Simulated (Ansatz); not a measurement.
Phases of CoSi2 at 140 GPa

Structure types of CoSi2 are relaxed in primitive cells with their symmetry kept at 140 GPa, first on PAW files, then by LAPW. The enthalpy is E + pV at zero temperature, without zero-point motion. Only the types listed were tried, and differences under about 5 meV/atom are mesh noise. The real phase may be another.

Computed with Ansatz 0.2.0; functional PBE, scalar-relativistic. Settings: Fermi–Dirac smearing of 0.08 eV, no spin polarisation. Methods: LAPW: all electrons, basis error target 0.5 meV/atom; PAW: frozen-core files, cutoff 420 eV.

k meshes: fluorite 12×12×12, MoSi2 17×17×17, AlB2 10×10×8.

Spin polarisation is left out, though a magnetic state may lie lower.

Q: Which type is lowest in enthalpy, and by how much?

A: MoSi2, 255 meV/atom below fluorite. The whole table:

| start type | ends as | a, b, c (Å) | V (Å³/atom) | H − H(lowest), LAPW (meV/atom) | same, PAW |
| --- | --- | --- | --- | --- | --- |
| fluorite | fluorite, Fm-3m | 4.756, 4.756, 4.756 | 8.97 | 255.4 | 252.4 |
| MoSi2 | MoSi2, I4/mmm | 2.769, 2.769, 6.527 | 8.34 | 0.0 | 0.0 |
| AlB2 | AlB2, P6/mmm | 3.628, 3.628, 2.221 | 8.44 | 602.5 | 604.4 |

Q: Split the lead of MoSi2 over fluorite into energy and pV.

A: For fluorite less MoSi2: ΔE = -292.3 meV/atom, and p·ΔV = 140 GPa × +0.6268 Å³ × 6.242 meV/(GPa·Å³) = +547.7 meV/atom, together 255.4 meV/atom. MoSi2 wins by its smaller volume, against the internal energy.
